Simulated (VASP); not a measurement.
# CoO, self-consistent run: which settings are enough?

CoO, Cm (no. 8), 2 atoms in the cell. PBE; PAW potentials Co, O (PBE set). VASP 6.6.1. The atoms are moved at random off their ideal places.

Wanted: energy within 1 meV/atom; forces within 0.005 eV/Å; pressure within 0.1 GPa.

POSCAR:
```
CoO
1.0
    0.0000000000      2.1315000000      2.1315000000
    2.1315000000      0.0000000000      2.1315000000
    2.1315000000      2.1315000000      0.0000000000
Co O
1 1
Direct
   -0.0027270000     -0.0009780000     -0.0035640000
    0.4960770000      0.5040300000      0.5015300000
```

## One numerical tag moved

| One numerical tag moved | Energy less reference (meV/atom) | Forces, largest deviation (eV/Å) | Pressure (GPa) | SCF iterations | Time (s) |
|---|---|---|---|---|---|
| default | 0.0 | 0.0000 | -2.33 | 21 | 124 |
| LASYNC = T | 0.0 | 0.0000 | -2.33 | 21 | 120 |
| EBREAK = 1e-10 | 0.0 | 0.0000 | -2.32 | 20 | 116 |
| NDAV = 8 | 0.0 | 0.0000 | -2.33 | 21 | 123 |
| LCORR = F | 0.0 | 0.0000 | -2.35 | 21 | 123 |
| RANDOM_GENERATOR = pcg_32 | 0.0 | 0.0000 | -2.33 | 21 | 125 |
| LDIAG = F | 0.0 | 0.0000 | -2.35 | 20 | 118 |
| LMAXPAW = 0 | 43.8 | 0.0108 | -3.77 | 17 | 110 |
| WEIMIN = 0.0 | 0.0 | 0.0000 | -2.33 | 21 | 124 |

## Question

For each series: keep the first row unless others stay within half of the tolerance and take at least 30 % less time, and then take the fastest.

## Answer

- one numerical tag moved: default

## The input

INCAR:
```
SYSTEM = CoO
ALGO     = Normal         ! electronic algorithm
EDIFF    = 1E-7           ! SCF threshold, eV
ENCUT    = 520            ! plane-wave cutoff, eV
ISIF     = 2              ! what is computed and relaxed
ISMEAR   = 0              ! smearing method
ISPIN    = 2              ! spin polarisation
LASPH    = .True.         ! aspherical terms in the spheres
LCHARG   = .False.        ! write CHGCAR
LMAXMIX  = 4              ! l up to which the mixer works
LORBIT   = 11             ! projections on sites
LREAL    = .False.        ! projectors in reciprocal space
LWAVE    = .False.        ! write WAVECAR
MAGMOM   = 2 0            ! initial moments
NELM     = 100            ! most SCF steps
PREC     = Accurate       ! precision mode
SIGMA    = 0.02           ! smearing width, eV
```

KPOINTS:
```
k-points
0
Gamma
  9 9 9
```

Commands:
```
cat potpaw_PBE.64/Co/POTCAR potpaw_PBE.64/O/POTCAR > POTCAR
mpirun -np 1 vasp_std > vasp.out
```

The chosen input took VASP 6.6.1 124 s on 1 core (Intel Xeon Platinum 8488C (Sapphire Rapids)), a shared host.

## An input that fails: LMAXPAW = -1 without LASPH

It runs to its end, but against the unchanged starting input it is off by 322.9 meV/atom in the energy, 0.0135 eV/Å in the forces, 1.17 GPa in the pressure.

Changes against the starting input:
```
- LASPH = True
+ LASPH = False
+ LMAXPAW = -1
```
